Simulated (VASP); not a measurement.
Crystal: CdO.

```
Cd O
1.0
     0.00000    2.36099    2.36099
     2.36099    0.00000    2.36099
     2.36099    2.36099    0.00000
Cd O
1 1
Cartesian
  0.0000 0.0000 0.0000
  2.3610 2.3610 2.3610
```

The cell is a database's computed one.

| Item | Value |
| --- | --- |
| Program | VASP 6.6.1 |
| Task | relaxation of cell and atoms |
| Functional | LDA |
| Potentials or basis | VASP PAW LDA potentials, release 64 (Cd, O) |
| Cutoff | 600 eV |
| k mesh | 16 × 16 × 16 |
| Occupations | gaussian, width 0.1 eV |
| Spin | no spin polarisation |

At the start: pressure -6.5 GPa; volume 13.16 Å³/atom.

**Question.** How do energy, volume and symmetry change on relaxing?

**Answer.** Over 3 steps the energy falls by 12.3 meV/atom and the volume is 12.59 Å³/atom (-4.4 %); space group Fm-3m (No. 225, to 0.05 Å).

The path:
| step | energy change (eV) | largest force (eV/Å) | pressure (GPa) | volume (Å³) |
| --- | --- | --- | --- | --- |
| 1 | 0.0000 | 0.0000 | -6.54 | 26.32 |
| 2 | -0.0093 | 0.0000 | 6.00 | 24.33 |
| 3 | -0.0246 | 0.0000 | -0.02 | 25.17 |

Final structure:
```xyz
2
Lattice="0.0000 2.3261 2.3261 2.3261 0.0000 2.3261 2.3261 2.3261 0.0000" Properties=species:S:1:pos:R:3 pbc="T T T"
Cd    0.0000    0.0000    0.0000
O     2.3261    2.3261    2.3261
```
